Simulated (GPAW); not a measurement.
## Ce: band structure with TPSS

Ce:

```xyz
1
Lattice="3.3659 0.0000 0.0000 -1.1220 3.1734 0.0000 -1.1220 -1.5867 2.7482" Properties=species:S:1:pos:R:3 pbc="T T T"
Ce    0.0000    0.0000    0.0000
```

This isn't the form of Ce at room conditions, which is fcc.

```
Program                   : GPAW 26.7.0
Task                      : band structure
Functional                : TPSS
Potentials or basis       : GPAW PAW data sets (gpaw-data 1.2.1)
Cutoff                    : 800 eV
Basis                     : pw
k mesh                    : 8 × 8 × 8
Occupations               : fermi-dirac, width 0.05 eV
Spin                      : collinear spin, ferromagnetic start, spin-orbit coupling
Starting moments          : [1.0] μB
Eigensolver               : davidson
Maxiter                   : 150
Band path                 : GHNGPH,PN
Band points               : 60
spin axis theta (degrees) : 90
spin axis phi (degrees)   : 45
Soc after scf             : second variation without the xc potential
```

```yaml
Pressure: -3.4 GPa
Band_gap_along_the_path: none (metal or under the smearing width)
Net_moment: 0.38 μB per cell
Site_moments: Ce +0.29 μB
```

Levels at the corners of the path, in eV from the Fermi level:
```tsv
point	band 9	band 10	band 11	band 12	band 13	band 14	band 15	band 16
Γ	-2.99	-2.88	0.04	0.05	0.08	0.25	0.26	0.27
H	-2.41	-2.41	-2.33	-2.33	0.10	0.31	0.33	0.36
N	-2.07	-1.96	-0.35	-0.23	0.09	0.23	0.27	0.32
Γ	-2.99	-2.88	0.04	0.05	0.08	0.25	0.26	0.27
P	0.31	0.33	0.35	0.36	0.46	0.47	0.48	0.50
H	-2.41	-2.41	-2.33	-2.33	0.10	0.31	0.33	0.36
P	0.31	0.33	0.35	0.36	0.46	0.47	0.48	0.50
N	-2.07	-1.96	-0.35	-0.23	0.09	0.23	0.27	0.32
```

It took 6.6 min on 1 thread of Arm Neoverse V1, on a shared host, peak memory 1.1 GiB.

Caveat: one-centre terms of the f shell are cut off; the magnetic or orbital state may not be the lowest; spin-orbit coupling was added after a scalar SCF, so levels and gaps hold it while energy, forces, pressure and moments don't; this program's spin-orbit splittings come out too wide for heavy elements; the PAW data sets were made with another functional, which shifts forces and pressure a little. The state reached can hang on the start; a lower one may exist.
